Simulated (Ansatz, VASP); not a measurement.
Na5H: VASP beside Ansatz

```
CELL_PARAMETERS angstrom
7.99909 0.00000 0.00000
-3.99954 6.92741 0.00000
0.00000 0.00000 3.36309
ATOMIC_POSITIONS crystal
Na 0.00000 0.76896 0.00000
Na 0.76896 0.00000 0.00000
Na 0.23104 0.23104 0.00000
Na 0.66667 0.33333 0.50000
Na 0.33333 0.66667 0.50000
H 0.00000 0.00000 0.50000
```

Change from the starting cell: species swapped into the CaMg5 type (P-62m, No. 189).

Alike in both runs: functional PBE; k mesh 3 × 3 × 4; occupations gaussian, width 0.1 eV; no spin polarisation.

Ansatz relaxed the structure, and its values are those at the end. VASP's run is a single point on that final structure, the one shown.

|  | VASP | Ansatz |
| --- | --- | --- |
| version | VASP 6.6.1 | Ansatz 0.2.0 |
| potentials or method | VASP PAW PBE potentials, release 64 (Na_pv, H) | scalar-relativistic, plane waves, PAW |
| plane-wave cutoff (eV) | 520 | 420 |
| valence electrons in the cell | 36 | 46 |

```csv
,VASP,Ansatz,Ansatz less VASP
gap on the k mesh at the Fermi level (eV),none,none,-
pressure (GPa),0.1,0.1,0.00
```

A gap of «none» marks a metal or a gap that the smearing closes. The two sets of potentials don't hold the same shells in valence.

Caveats: the k mesh is coarse (spacing up to 0.47 Å⁻¹), so the values aren't converged.
